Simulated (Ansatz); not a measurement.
BeSe in the zincblende structure, relaxed with r2SCAN in Ansatz 0.2.0: it is cubic, F-43m (No. 216); a = 5.162 Å in the conventional setting, 17.19 Å³ an atom. Around Be lie 4 Se at 2.24 Å; around Se lie 4 Be at 2.24 Å. It was then strained (isotropic on every length). Unstrained, HSE06 gives 3.489 eV (Γ → X, 6×6×6 mesh), and the band edges keep their places in every row. Stress is positive in compression. No spin polarisation and no zero-point or thermal motion.

```tsv
strain (%)	ln(V/V₀)	ΔE_g, HSE06 (eV)	Δpressure, r2SCAN (GPa)	Δ(mean ε∞, r2SCAN)
-4.0	-0.1225	-0.303	+12.35	+0.18
-3.0	-0.0914	-0.219	+8.68	+0.13
-1.0	-0.0302	-0.068	+2.55	+0.04
+1.0	+0.0299	+0.063	-2.25	-0.03
+2.0	+0.0594	+0.121	-4.22	-0.06
+3.0	+0.0887	+0.175	-5.96	-0.08
+4.0	+0.1177	+0.225	-7.47	-0.10
```

Problem. Fit ΔE_g = a x + b x² to these rows by least squares, with x = ln(V/V₀).

Solution. The normal equations take Σx² = 5.042e-02, Σx³ = -6.465e-05, Σx⁴ = 5.629e-04, ΣxΔE = 1.103e-01 and Σx²ΔE = -1.461e-03, and give a = +2.18 eV, b = -2.3 eV; the largest residual is 0.000 eV. a is the volume deformation potential of this gap.

Problem. Fit the change of pressure in the same way.

Solution. Δpressure = -81.3 x + (156) x² GPa. So B₀ = 81.3 GPa and B′ ≈ 2 × 156/81.3 = 3.8; two terms over so wide a range bias B₀ by a few per cent and B′ by more; the gap's pressure coefficient at zero is −a/B₀ = -27 meV/GPa, with HSE06's a and r2SCAN's B₀.

Problem. Predict the withheld row at -2.0 % (x = -0.0606).

Solution. ΔE_g ≈ +2.18 × (-0.0606) + (-2.3) × (-0.0606)² = -0.141 eV, and Δpressure ≈ +5.50 GPa. The runs give -0.141 eV and +5.43 GPa, off by 0.000 eV and -0.07 GPa.

Problem. Fit the last column too (unstrained value 5.57), and predict it for the withheld row.

Solution. Δ = -1.16 x + (2.7) x², which gives +0.08 at x = -0.0606; the run gives +0.08.

The runs are scalar-relativistic, without spin-orbit coupling.

The meshes of the hybrids are coarse, so their gaps aren't converged to the digits shown.
